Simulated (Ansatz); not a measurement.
Input of an Ansatz 0.2.0 run:

File input.yaml:

```yaml
crystal:
  lattice:
    - [4.0073, 0.0, 0.0]
    - [0.0, 4.0073, 0.0]
    - [0.0, 0.0, 4.0073]
  atoms:
    - { symbol: Ba, position: [0.50902945, 0.45529112, 0.50667874] }
    - { symbol: Ti, position: [0.9437351, 0.06997977, 0.9543125] }
    - { symbol: O, position: [0.52053492, 0.00683198, 0.05543194] }
    - { symbol: O, position: [0.01264702, 0.49196782, 0.05272359] }
    - { symbol: O, position: [0.01405351, 0.97592931, 0.43085324] }
hamiltonian:
  xc: pbesol
  pseudopotentials: { kind: paw }
  hubbard: { sites: [{ species: Ti, l: d, u_eff: 1.0 }] }
kpoints:
  mp_grid: { grid: [7, 7, 7] }
scf:
  occupations: { method: fermi_dirac, width: 0.05 }
output:
  forces: true
  stress: true
  eigenvalues: true
  write_density: true
  write_potential: true
  elf: true
  volumetric_format: npy
relax:
  f_tol: 0.01
  max_steps: 40
  cell: { stress_tol: 0.05 }
```

Potentials or basis: Ansatz PAW.

The run is started by

```sh
$ ansatz run input.yaml --threads 2 --pin off --max-ram 5632MiB --backend cpu --events-out ev --progress --plain --runs-dir out
```

Problem. Predict the relaxed cell.

Solution. a = 3.988 Å, b = 3.987 Å, c = 3.988 Å, α = 89.89°, β = 90.11°, γ = 90.11°.

Problem. What does it give for the band gap on the k mesh?

Solution. 2.38 eV, indirect (least direct gap 2.59 eV).

The path:
| step | energy change (eV) | largest force (eV/Å) | volume (Å³) |
| --- | --- | --- | --- |
| 1 | 0.0000 | 4.3298 | 64.35 |
| 2 | -1.6456 | 1.4941 | 66.07 |
| 3 | -1.9411 | 0.1508 | 61.53 |
| 4 | -1.9430 | 0.1886 | 64.05 |
| 5 | -1.9562 | 0.2612 | 63.22 |
| 6 | -1.9632 | 0.0167 | 63.51 |
| 7 | -1.9635 | 0.0037 | 63.45 |
| 8 | -1.9603 | 0.0036 | 63.45 |
| 9 | -1.9605 | 0.0003 | 63.41 |
| 10 | -1.9604 | 0.0003 | 63.41 |

Caveat: the electronic state changed during the relaxation; odd divisions of the mesh miss points on the zone boundary, where band edges often lie, so the gap on the mesh can be too wide; the plane-wave basis is chosen anew once the cell has moved, so the energies of steps on either side of that aren't comparable; spin-orbit coupling is left out, which moves the levels of the heavy elements; the PAW data sets come from PBE, with cores solved anew for the run's functional, which leaves a small shift of forces and pressure. A k mesh can miss the band edges.
